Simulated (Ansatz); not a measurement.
The system is KBr.

```
Br K
1.0
     0.00000    3.30000    3.30000
     3.30000    0.00000    3.30000
     3.30000    3.30000    0.00000
Br K
1 1
Direct
  0.50000 0.50000 0.50000
  0.00000 0.00000 0.00000
```

```yaml
Program: Ansatz 0.2.0
Task: relaxation of cell and atoms
Functional: PBEsol
Dispersion: D3(BJ)
Potentials_or_basis: Ansatz PAW
Cutoff: "420 eV (not typed: the program's choice for these potentials)"
k_mesh: 7 × 7 × 7
Occupations: fermi-dirac, width 0.05 eV
Spin: no spin polarisation
```

At the start: volume 35.94 Å³/atom.

Problem. Where does the relaxation end?

Solution. It ends after 5 steps and the volume is 33.03 Å³/atom (-8.1 %); space group Fm-3m (No. 225, to 0.05 Å).

The path:
| step | energy change (eV) | largest force (eV/Å) | volume (Å³) |
| --- | --- | --- | --- |
| 1 | 0.0000 | 0.0000 | 71.87 |
| 2 | -0.0179 | 0.0000 | 69.11 |
| 3 | -0.0255 | 0.0000 | 65.40 |
| 4 | -0.0258 | 0.0000 | 66.05 |
| 5 | -0.0254 | 0.0000 | 66.05 |

Final structure:
```cif
data_structure
_symmetry_space_group_name_H-M 'P 1'
_symmetry_Int_Tables_number 1
_cell_length_a 4.5374
_cell_length_b 4.5374
_cell_length_c 4.5374
_cell_angle_alpha 60.000
_cell_angle_beta 60.000
_cell_angle_gamma 60.000
_cell_volume 66.05
loop_
_atom_site_label
_atom_site_type_symbol
_atom_site_fract_x
_atom_site_fract_y
_atom_site_fract_z
_atom_site_occupancy
Br1 Br 0.50000 0.50000 0.50000 1
K1 K 0.00000 0.00000 0.00000 1
```

Caveat: the plane-wave basis is chosen anew once the cell has moved, so the energies of steps on either side of that aren't comparable; the PAW data sets come from PBE, with cores solved anew for the run's functional, which leaves a small shift of forces and pressure.
